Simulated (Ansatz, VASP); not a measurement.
**Al in VASP and in Ansatz**

```
CELL_PARAMETERS angstrom
2.83186 0.00000 0.00000
-1.41593 2.45246 0.00000
0.00000 0.00000 4.63677
ATOMIC_POSITIONS crystal
Al 0.66667 0.33333 0.75000
Al 0.33333 0.66667 0.25000
```

Change from the starting cell: biaxial strain in the a-b plane, c and atoms relaxed: +1.0 %.

Alike in both runs: functional PBE; dispersion D3(BJ); k mesh 24 × 24 × 12; occupations gaussian, width 0.1 eV; no spin polarisation.

Ansatz relaxed the structure, and its values are those at the end. VASP's run is a single point on that final structure, the one shown.

|  | VASP | Ansatz |
| --- | --- | --- |
| version | VASP 6.6.1 | Ansatz 0.2.0 |
| potentials or method | VASP PAW PBE potentials, release 64 (Al) | scalar-relativistic, plane waves, PAW |
| plane-wave cutoff (eV) | 520 | 420 |
| valence electrons in the cell | 6 | 6 |

|  | VASP | Ansatz | Ansatz less VASP |
| --- | --- | --- | --- |
| gap on the k mesh at the Fermi level (eV) | none | none | - |
| pressure (GPa) | -1.0 | -0.9 | +0.03 |

A gap of «none» marks a metal or a gap that the smearing closes.

Caveats: pairwise dispersion overbinds metals, which lowers pressure and volume.
